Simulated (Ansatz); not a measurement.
Level of theory: Ansatz, DFT PBE, scalar-relativistic, plane waves, PAW. Settings: cutoff 420 eV, Γ-centred meshes spaced at most about 0.3 Å⁻¹, and about 0.25 Å⁻¹ or finer for metals (2π included), Gaussian smearing. Collinear spin in cells that started with moments and kept them past the coarse steps, no spin elsewhere.

Temperature and zero-point effects are left out.

Compare these two cells of Sc₅Al, each relaxed at this level.

A. (site moments Sc 0.2 (×3) μB)

```cif
data_structure
_symmetry_space_group_name_H-M 'P-6m2'
_symmetry_Int_Tables_number 187
_cell_length_a 3.2632
_cell_length_b 3.2632
_cell_length_c 15.2879
_cell_angle_alpha 90.000
_cell_angle_beta 90.000
_cell_angle_gamma 120.000
_cell_volume 140.98
loop_
_atom_site_label
_atom_site_type_symbol
_atom_site_symmetry_multiplicity
_atom_site_Wyckoff_symbol
_atom_site_fract_x
_atom_site_fract_y
_atom_site_fract_z
_atom_site_occupancy
Sc1 Sc 2 g 0.00000 0.00000 0.67123 1
Sc2 Sc 2 h 0.33333 0.66667 0.84562 1
Sc3 Sc 1 d 0.33333 0.66667 0.50000 1
Al1 Al 1 a 0.00000 0.00000 0.00000 1
```

B. (no spin)

```cif
data_structure
_symmetry_space_group_name_H-M 'P-3m1'
_symmetry_Int_Tables_number 164
_cell_length_a 3.2426
_cell_length_b 3.2426
_cell_length_c 15.3949
_cell_angle_alpha 90.000
_cell_angle_beta 90.000
_cell_angle_gamma 120.000
_cell_volume 140.18
loop_
_atom_site_label
_atom_site_type_symbol
_atom_site_symmetry_multiplicity
_atom_site_Wyckoff_symbol
_atom_site_fract_x
_atom_site_fract_y
_atom_site_fract_z
_atom_site_occupancy
Sc1 Sc 1 a 0.00000 0.00000 0.00000 1
Sc2 Sc 2 d 0.33333 0.66667 0.82669 1
Sc3 Sc 2 d 0.66667 0.33333 0.65113 1
Al1 Al 1 b 0.00000 0.00000 0.50000 1
```

Task: Which form is favoured at zero pressure, and by what margin per atom?

Result: A is lower, by 8 meV/atom. A has Sc and Al ordered on hcp sites, space group P-6m2 (No. 187), 23.5 Å³/atom and no gap on its mesh; B has Sc and Al ordered on fcc sites, space group P-3m1 (No. 164), 23.4 Å³/atom and no gap. Counting all near atoms (those within 1.25 times the shortest distance at each site), A and B both have Sc 12, Al 12. Their magnetic states differ too, which can make part of the margin. Both come from invented guesses. A third cell relaxed alike, in P4/mmm, lies 78 meV/atom below the lower of the two.

For metals, differences of a few meV/atom aren't resolved. The magnetic state reached may not be the lowest. Cells relaxed within their symmetry can be saddle points. Some candidate types were left out of the draw beforehand, so a known form may be missing.
